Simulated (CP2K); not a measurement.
**Nb in CP2K: the effect of functional**

Crystal: Nb.

```
Nb
1.0
     2.88205    0.00000    0.00000
    -0.96068    2.71722    0.00000
    -0.96068   -1.35861    2.35318
Nb
1
Direct
  0.00000 0.00000 0.00000
```

Alike in all runs:

* Program: CP2K 2026.2
* Task: band structure
* Potentials or basis: POTENTIAL_UZH Nb GTH-PBE-q13; TZVP-MOLOPT-PBE-GTH basis
* Density cutoff: 9184 eV
* k mesh: 11 × 11 × 11
* Occupations: fermi-dirac, width 0.05 eV
* Spin: no spin polarisation

| functional | pressure (GPa) |
| --- | --- |
| LDA | -9.6 |
| PBEsol | -6.4 |
| HLE16 | -38.1 |
| optB88-vdW | ? |
| vdW-DF2 | 9.1 |
| r2SCAN | -2.2 |

Question: What does the run with functional optB88-vdW give?

Answer: Pressure -1.7 GPa.

Caveats: the potentials were made for another functional, which shifts forces and pressure; the basis of atomic orbitals isn't converged, which shifts pressures, moduli and gaps; the potentials were made for a functional far from this one (some runs); the cell as given lies far from equilibrium (some runs).

Runs at the PBE level aren't shown here.
